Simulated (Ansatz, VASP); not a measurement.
## Two plane-wave programs on KTaO3

The input INCAR:

```
PREC = Accurate
ENCUT = 520
EDIFF = 1E-7
ISMEAR = 0
SIGMA = 0.02
LREAL = F
LASPH = T
NELM = 100
ALGO = Normal
ISIF = 2
LWAVE = F
LCHARG = F
GGA = PE
NBANDS = 27
```

Contents of KPOINTS:

```
Automatic mesh
0
Gamma
  8 8 8
```

The input POSCAR:

```
KTaO3
1.0
    3.9837275845      0.0000000000      0.0000000000
    0.0000000000      3.9837275845      0.0000000000
    0.0000000000      0.0000000000      3.9837275845
K Ta O
1 1 3
Direct
    0.5000000000      0.5000000000      0.5000000000
    0.0000000000      0.0000000000      0.0000000000
    0.5000000000      0.0000000000      0.0000000000
    0.0000000000      0.5000000000      0.0000000000
    0.0000000000      0.0000000000      0.5000000000
```

Input for Ansatz:

```yaml
crystal:
  lattice:
    - [3.9837275845, 0.0, 0.0]
    - [0.0, 3.9837275845, 0.0]
    - [0.0, 0.0, 3.9837275845]
  atoms:
    - { symbol: K, position: [0.5, 0.5, 0.5] }
    - { symbol: Ta, position: [0.0, 0.0, 0.0] }
    - { symbol: O, position: [0.5, 0.0, 0.0] }
    - { symbol: O, position: [0.0, 0.5, 0.0] }
    - { symbol: O, position: [0.0, 0.0, 0.5] }
basis:
  ecutwfc: 420
kpoints:
  mp_grid: { grid: [8, 8, 8] }
hamiltonian:
  xc: pbe
scf:
  occupations: { method: gaussian, width: 0.02 }
output:
  forces: true
  stress: true
  eigenvalues: true
```

Alike in both runs: task single point; functional PBE; k mesh 8 × 8 × 8; occupations gaussian, width 0.02 eV; no spin polarisation.

```csv
,VASP,Ansatz
version,VASP 6.6.1,Ansatz 0.2.0
potentials or method,"VASP PAW PBE potentials, release 64 (K_sv, Ta_pv, O)","scalar-relativistic, plane waves, PAW"
plane-wave cutoff (eV),520,420
valence electrons in the cell,38,40
```

```csv
,VASP,Ansatz,Ansatz less VASP
gap on the k mesh at the Fermi level (eV),2.18,2.23,+0.047
least direct gap on the mesh (eV),2.80,2.84,+0.036
pressure (GPa),6.8,6.1,-0.69
```

With one functional, cell and mesh, what is left measures potentials, basis and numerics. The two sets of potentials don't hold the same shells in valence.

Caveats: spin-orbit coupling is left out, which moves the levels of the heavy elements. Expect the measured gap to be larger: semilocal functionals such as PBE lack the derivative discontinuity. A k mesh can miss the band edges.
